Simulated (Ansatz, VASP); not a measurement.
# Pd: VASP beside Ansatz

```
CELL_PARAMETERS angstrom
1.37516 0.79395 4.53378
-1.37516 0.79395 4.53378
0.00000 -1.58790 4.53378
ATOMIC_POSITIONS crystal
Pd 0.25002 0.25002 0.25002
Pd 0.74998 0.74998 0.74998
```

Alike in both runs: functional r2SCAN; k mesh 6 × 6 × 6; occupations gaussian, width 0.1 eV; no spin polarisation.

Ansatz relaxed the structure, and its values are those at the end. VASP's run is a single point on that final structure, the one shown.

```csv
,VASP,Ansatz
version,VASP 6.6.1,Ansatz 0.2.0
potentials or method,"VASP PAW PBE potentials, release 64 (Pd)","scalar-relativistic, plane waves, PAW"
plane-wave cutoff (eV),520,500
valence electrons in the cell,20,36
```

|  | VASP | Ansatz | Ansatz less VASP |
| --- | --- | --- | --- |
| gap on the k mesh at the Fermi level (eV) | none | none | - |
| pressure (GPa) | 0.7 | 0.0 | -0.66 |

A gap of «none» marks a metal or a gap that the smearing closes. The two sets of potentials don't hold the same shells in valence.

Caveats: the k mesh is coarse (spacing up to 0.45 Å⁻¹), so the values aren't converged; the PAW data sets were made with another functional, which shifts forces and pressure a little (VASP).
